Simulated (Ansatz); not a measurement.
The calculation used DFT PBE, scalar-relativistic, plane waves, PAW (Ansatz 0.2.0). Settings: cutoff 420 eV, Γ-centred meshes spaced at most about 0.3 Å⁻¹, and about 0.25 Å⁻¹ or finer for metals (2π included), Gaussian smearing. No spin polarisation.

These are static total energies at zero pressure.

Question: Which of these relaxed structures of Hf₄C is the lowest in energy?
1.

```cif
data_structure
_symmetry_space_group_name_H-M 'P-3m1'
_symmetry_Int_Tables_number 164
_cell_length_a 3.2476
_cell_length_b 3.2476
_cell_length_c 10.3637
_cell_angle_alpha 90.000
_cell_angle_beta 90.000
_cell_angle_gamma 120.000
_cell_volume 94.66
loop_
_atom_site_label
_atom_site_type_symbol
_atom_site_symmetry_multiplicity
_atom_site_Wyckoff_symbol
_atom_site_fract_x
_atom_site_fract_y
_atom_site_fract_z
_atom_site_occupancy
Hf1 Hf 2 d 0.66667 0.33333 0.87576 1
Hf2 Hf 2 d 0.66667 0.33333 0.38196 1
C1 C 1 a 0.00000 0.00000 0.00000 1
```

2.

```cif
data_structure
_symmetry_space_group_name_H-M 'R-3m:H'
_symmetry_Int_Tables_number 166
_cell_length_a 3.2429
_cell_length_b 3.2429
_cell_length_c 31.4192
_cell_angle_alpha 90.000
_cell_angle_beta 90.000
_cell_angle_gamma 120.000
_cell_volume 286.15
loop_
_atom_site_label
_atom_site_type_symbol
_atom_site_symmetry_multiplicity
_atom_site_Wyckoff_symbol
_atom_site_fract_x
_atom_site_fract_y
_atom_site_fract_z
_atom_site_occupancy
Hf1 Hf 6 c 0.33333 0.66667 0.04095 1
Hf2 Hf 6 c 0.66667 0.33333 0.12728 1
C1 C 3 a 0.00000 0.00000 0.00000 1
```

3.

```cif
data_structure
_symmetry_space_group_name_H-M 'I4/m'
_symmetry_Int_Tables_number 87
_cell_length_a 6.1413
_cell_length_b 6.1413
_cell_length_c 5.3539
_cell_angle_alpha 90.000
_cell_angle_beta 90.000
_cell_angle_gamma 90.000
_cell_volume 201.93
loop_
_atom_site_label
_atom_site_type_symbol
_atom_site_symmetry_multiplicity
_atom_site_Wyckoff_symbol
_atom_site_fract_x
_atom_site_fract_y
_atom_site_fract_z
_atom_site_occupancy
Hf1 Hf 8 h 0.15767 0.32572 0.00000 1
C1 C 2 a 0.00000 0.00000 0.00000 1
```

Answer: 1. The next of these, cell 2, lies 31 meV/atom higher. Forms: cell 1 P-3m1; cell 2 R-3m; cell 3 I4/m. Counting Hf atoms around C (those within 1.25 times the shortest such distance or 1.15 times the sum of covalent radii, 1.27 where that leaves under three): cell 1 has C 6; cell 2 has C 6; cell 3 has C 4. All come from invented guesses.

These runs have no spin–orbit coupling, which can matter for Hf. Cells relaxed within their symmetry can be saddle points. Some structure types and database cells were kept out of the candidates from the start, so a known form may be missing.
